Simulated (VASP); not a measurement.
# BrRb in VASP: notebook

One molecule, BrRb, is run at these levels: PBE, PBE+TS; tasks: single point, relaxation of the atoms, atomic charges, electron localisation function.

All numbers are computed with VASP 6.6.1; they aren't measurements. Logs are shortened: lines on timing, memory, paths and dates and some standing lists are left out, and cuts for length are marked.

### Step 1. The molecule as given

The cell holds a molecule in a box, 2 atoms: a = 9.000 Å, b = 9.000 Å, c = 12.000 Å, α = 90.00°, β = 90.00°, γ = 90.00°.

### Step 2. Single point, PBE (atoms moved at random, drawn with an rms of 0.05 Å)

File INCAR:

```
SYSTEM = RbBr
  PREC = Accurate
  ENCUT = 520
  EDIFF = 1E-6
  ISMEAR = 0
  SIGMA = 0.01
  LREAL = .False.
  LASPH = .True.
  NELM = 100
  ALGO = Normal
  ISIF = 2
  LWAVE = .False.
  LCHARG = .False.
  GGA = PE
```

File KPOINTS:

```
regular mesh
0
Gamma
  1 1 1
  0 0 0
```

File POSCAR:

```
RbBr
1.0
    9.0000000000      0.0000000000      0.0000000000
    0.0000000000      9.0000000000      0.0000000000
    0.0000000000      0.0000000000     12.0000000000
Br Rb
1 1
Direct
    0.5038450000      0.5074960000      0.3804350000
    0.5053340000      0.5055940000      0.6279750000
```

Potentials or basis: VASP PAW PBE potentials, release 64 (Br, Rb_sv).

Started as:

```bash
$ cat potpaw_PBE.64/Br/POTCAR potpaw_PBE.64/Rb_sv/POTCAR > POTCAR
$ mpirun -np 1 vasp_gam > vasp.out
```

OUTCAR:

```text
SYSTEM = RbBr
   PREC = Accurate
   ENCUT = 520
   EDIFF = 1E-6
   ISMEAR = 0
   LREAL = .False.
   LASPH = .True.
   NELM = 100
   ISIF = 2
   GGA = PE

 ion  position               nearest neighbor table
   1  0.504  0.507  0.380-   2 2.97
   2  0.505  0.506  0.628-   1 2.97

  LATTYP: Found a simple tetragonal cell.
 ALAT       =     9.0000000000
 C/A-ratio  =     1.3333333333

  Lattice vectors:

 A1 = (   9.0000000000,   0.0000000000,   0.0000000000)
 A2 = (   0.0000000000,   9.0000000000,   0.0000000000)
 A3 = (   0.0000000000,   0.0000000000,  12.0000000000)

Analysis of symmetry for initial positions (statically):
=====================================================================
 Subroutine PRICEL returns:
 Original cell was already a primitive cell.

 Routine SETGRP: Setting up the symmetry group for a
 simple tetragonal supercell.

 Subroutine GETGRP returns: Found  1 space group operations
 (whereof  1 operations were pure point group operations)
 out of a pool of 16 trial point group operations.

The static configuration has the point symmetry C_1 .

Analysis of symmetry for dynamics (positions and initial velocities):
=====================================================================
 Subroutine PRICEL returns:
 Original cell was already a primitive cell.

 Routine SETGRP: Setting up the symmetry group for a
 simple tetragonal supercell.

 Subroutine GETGRP returns: Found  1 space group operations
 (whereof  1 operations were pure point group operations)
 out of a pool of 16 trial point group operations.

The dynamic configuration has the point symmetry C_1 .

 Subroutine INISYM returns: Found  1 space group operations
 (whereof  1 operations are pure point group operations),
 and found     1 'primitive' translations

----------------------------------------------------------------------------------------

                                     Primitive cell

  volume of cell :     972.0000

  direct lattice vectors                    reciprocal lattice vectors
     9.000000000  0.000000000  0.000000000     0.111111111  0.000000000  0.000000000
     0.000000000  9.000000000  0.000000000     0.000000000  0.111111111  0.000000000
     0.000000000  0.000000000 12.000000000     0.000000000  0.000000000  0.083333333

  length of vectors
     9.000000000  9.000000000 12.000000000     0.111111111  0.111111111  0.083333333

  position of ions in fractional coordinates (direct lattice)
     0.503845000  0.507496000  0.380435000
     0.505334000  0.505594000  0.627975000

  ion indices of the primitive-cell ions
   primitive index   ion index
                 1           1
                 2           2

----------------------------------------------------------------------------------------

 KPOINTS: regular mesh

Automatic generation of k-mesh.
 Grid dimensions read from file:
 generate k-points for:    1    1    1

 Generating k-lattice:

  Cartesian coordinates                     Fractional coordinates (reciprocal lattice)
     0.111111111  0.000000000  0.000000000     1.000000000  0.000000000  0.000000000
     0.000000000  0.111111111  0.000000000     0.000000000  1.000000000  0.000000000
     0.000000000  0.000000000  0.083333333     0.000000000  0.000000000  1.000000000

  Length of vectors
     0.111111111  0.111111111  0.083333333

  Shift w.r.t. Gamma in fractional coordinates (k-lattice)
     0.000000000  0.000000000  0.000000000

 Subroutine IBZKPT returns following result:
 ===========================================

 Found      1 irreducible k-points:

 Following reciprocal coordinates:
            Coordinates               Weight
  0.000000  0.000000  0.000000      1.000000
   k-points           NKPTS =      1   k-points in BZ     NKDIM =      1   number of bands    NBANDS=     12
   number of dos      NEDOS =    301   number of ions     NIONS =      2
   total plane-waves  NPLWV = 441000
   dimension x,y,z NGX =    70 NGY =   70 NGZ =   90
   dimension x,y,z NGXF=   140 NGYF=  140 NGZF=  180
   ions per type =               1   1
   NGX,Y,Z   is equivalent  to a cutoff of  12.93, 12.93, 12.47 a.u.
   NGXF,Y,Z  is equivalent  to a cutoff of  25.86, 25.86, 24.94 a.u.
 SYSTEM =  RbBr
   PREC   = accura    normal or accurate (medium, high low for compatibility)
   ISTART =      0    job   : 0-new  1-cont  2-samecut
   ICHARG =      2    charge: 1-file 2-atom 10-const
   ISPIN  =      1    spin polarized calculation?
   LNONCOLLINEAR =      F non collinear calculations
   LSORBIT =      F    spin-orbit coupling
   LASPH  =      T    aspherical Exc in radial PAW
   ENCUT  =  520.0 eV  38.22 Ry    6.18 a.u.  16.73 16.73 22.31*2*pi/ulx,y,z
   NELM   =    100;   NELMIN=  2; NELMDL= -5     # of ELM steps
   EDIFF  = 0.1E-05   stopping-criterion for ELM
   LREAL  =      F    real-space projection
   EDIFFG = 0.1E-04   stopping-criterion for IOM
   NSW    =      0    number of steps for IOM
   IBRION =     -1    ionic relax: 0-MD 1-quasi-New 2-CG
   NFREE  =      0    steps in history (QN), initial steepest desc. (CG)
   ISIF   =      2    stress and relaxation
   ISYM   =      2    0-nonsym 1-usesym 2-fastsym
   POTIM  = 0.5000    time-step for ionic-motion
   TEBEG  =    0.0;   TEEND  =   0.0 temperature during run
   PSTRESS=    0.0 pullay stress
   NELECT =      16.0000    total number of electrons
   NUPDOWN=      -1.0000    fix difference up-down
   EMIN   =  10.00;   EMAX   =-10.00  energy-range for DOS
   EFERMI =   0.00;   METHOD = LEGACY
   ISMEAR =     0;   SIGMA  =   0.01  broadening in eV -4-tet -1-fermi 0-gaus
   EFERMI_NEDOS =   21; number of points for ismear=-14 and -15
   IALGO  =     38    algorithm
   IMIX   =      4    mixing-type and parameters
     AMIX     =   0.40;   BMIX     =  1.00
     AMIX_MAG =   1.60;   BMIX_MAG =  1.00
  volume/ion in A,a.u.               =     486.00      3279.69
  Fermi-wavevector in a.u.,A,eV,Ry     =   0.416447  0.786970  2.359629  0.173428
  Thomas-Fermi vector in A             =   1.376048
   LORBIT       =      0    0 simple, 1 ext, 2 COOP (PROOUT), +10 PAW based schemes
   GGA     = PE    functional components
   LHFCALC =     F    Hartree Fock is set to
   AEXX    =    0.0000 exact exchange contribution
   IVDW    =     0    specifies the selected vdW correction
   LEPSILON=     F    determine dielectric tensor
   LRPA    =     F    only Hartree local field effects (RPA)
 non-spin polarized calculation
 Gauss-broadening in eV      SIGMA  =   0.01
  energy-cutoff  :      520.00
  volume of cell :      972.00
 maximum number of plane-waves:     13093
 NGX is ok and might be reduce to    70
   NGX = 33   NGY = 33   NGZ = 45

 number of electron      16.0000001 magnetization

 Free energy of the ion-electron system (eV)
  ---------------------------------------------------
  ext. energy  EPLUGINS =         0.00000000
  ---------------------------------------------------
  free energy    TOTEN  =        -4.35175701 eV

  energy without entropy =       -4.35175701  energy(sigma->0) =       -4.35175701

 E-fermi :  -4.1682     XC(G=0):  -1.3111

 val. band max:       -4.2742391190   @ k =   0.0000   0.0000   0.0000
 cond. band min:      -1.5656911771   @ k =   0.0000   0.0000   0.0000
 fundamental gap:      2.7085479418
 Fermi energy:        -4.1682021432

 k-point     1 :       0.0000    0.0000    0.0000
  band No.  band energies     occupation
      1     -31.6694      2.00000
      2     -16.4155      2.00000
      3     -15.8139      2.00000
      4     -15.8139      2.00000
      5     -15.3382      2.00000
      6      -4.5197      2.00000
      7      -4.2742      2.00000
      8      -4.2742      2.00000
      9      -1.5657      0.00000
     10       0.1816      0.00000
     11       0.4342      0.00000
     12       0.4363      0.00000

------------------------ aborting loop because EDIFF is reached ----------------------------------------

  FORCE on cell =-STRESS in cart. coord.  units (eV):
  Direction    XX          YY          ZZ          XY          YZ          ZX
  --------------------------------------------------------------------------------------
  -------------------------------------------------------------------------------------
  Total        0.2070768      0.2070966     -0.5689045     -0.0000069     -0.0013835      0.0010881
  in kB        0.3413311      0.3413636     -0.9377427     -0.0000113     -0.0022805      0.0017936
  external PRESSURE =      -0.0850160 kB  Pullay stress =       0.0000000 kB

 VOLUME and BASIS-vectors are now :
 -----------------------------------------------------------------------------
  energy-cutoff  :      520.00
  volume of cell :      972.00
      direct lattice vectors                 reciprocal lattice vectors
     9.000000000  0.000000000  0.000000000     0.111111111  0.000000000  0.000000000
     0.000000000  9.000000000  0.000000000     0.000000000  0.111111111  0.000000000
     0.000000000  0.000000000 12.000000000     0.000000000  0.000000000  0.083333333

 POSITION                                       TOTAL-FORCE (eV/Angst)
 -----------------------------------------------------------------------------------
      4.53460      4.56746      4.56522        -0.000285      0.000366      0.030730
      4.54801      4.55035      7.53570         0.000285     -0.000366     -0.030730
 -----------------------------------------------------------------------------------
    total drift:                                0.000012     -0.000093      0.000033

  FREE ENERGIE OF THE ION-ELECTRON SYSTEM (eV)
  ---------------------------------------------------
  free  energy   TOTEN  =        -4.3517570067 eV

  energy  without entropy=       -4.3517570067  energy(sigma->0) =       -4.35175701
```

Wall time 39 s (1 thread of Intel Xeon 6975P-C (Granite Rapids), shared host); peak memory 0.83 GiB.

What came out:

```yaml
Free_energy: -4.3518 eV
Largest_force: 0.031 eV/Å
Gap_between_the_frontier_levels: 2.71 eV
```

Forces in eV/Å, atoms in the order of the input:
```
Br   0.000  0.000  0.031
Rb   0.000  0.000 -0.031
```

### Step 3. Relaxation of the atoms, PBE (atoms moved at random, drawn with an rms of 0.02 Å)

File INCAR:

```
SYSTEM = RbBr
PREC = Accurate
ENCUT = 520
EDIFF = 1E-6
ISMEAR = 0
SIGMA = 0.01
LREAL = .False.
LASPH = .True.
NELM = 100
ALGO = Normal
ISIF = 2
LWAVE = .False.
LCHARG = .False.
GGA = PE
IBRION = 2
NSW = 40
EDIFFG = -0.01
```

File KPOINTS:

```
Automatic mesh
0
Gamma
  1 1 1
  0 0 0
```

File POSCAR:

```
RbBr
1.0
    9.0000000000      0.0000000000      0.0000000000
    0.0000000000      9.0000000000      0.0000000000
    0.0000000000      0.0000000000     12.0000000000
Br Rb
1 1
Direct
    0.5007930000      0.5034800000      0.3803820000
    0.5015290000      0.5045310000      0.6247500000
```

Potentials or basis: VASP PAW PBE potentials, release 64 (Br, Rb_sv).

Started as:

```bash
$ cat potpaw_PBE.64/Br/POTCAR potpaw_PBE.64/Rb_sv/POTCAR > POTCAR
$ mpirun -np 1 vasp_gam > vasp.out
```

Run time: 82 s. Hardware: 1 thread of Intel Xeon 6975P-C (Granite Rapids), shared host; peak memory 0.88 GiB.

The run converged. Its results:

```yaml
Free_energy: -4.3519 eV
Energy_gained_by_relaxing: 0.9 meV/atom
Ionic_steps: 3
Largest_force_after_relaxing: 0.004 eV/Å
Gap_between_the_frontier_levels: 2.72 eV
```

Forces on the atoms (eV/Å):
```
Br   0.000  0.000 -0.004
Rb   0.000  0.000  0.004
```

The path:
```csv
step,energy change (eV),largest force (eV/Å),pressure (GPa)
1,0.0000,0.1218,0.02
2,-0.0011,0.0724,0.01
3,-0.0018,0.0037,0.00
```

Final structure:
```
Br Rb
1.0
     9.00000    0.00000    0.00000
     0.00000    9.00000    0.00000
     0.00000    0.00000   12.00000
Br Rb
1 1
Direct
  0.50079 0.50347 0.37917
  0.50154 0.50454 0.62596
```

Levels at points of the mesh, in eV from the valence-band top:
```
           k point  band 6  band 7  band 8  band 9  band 10  band 11
(0.00, 0.00, 0.00)   -0.24    0.00    0.00    2.72     4.47     4.72
```

[end of part 1 of 2]
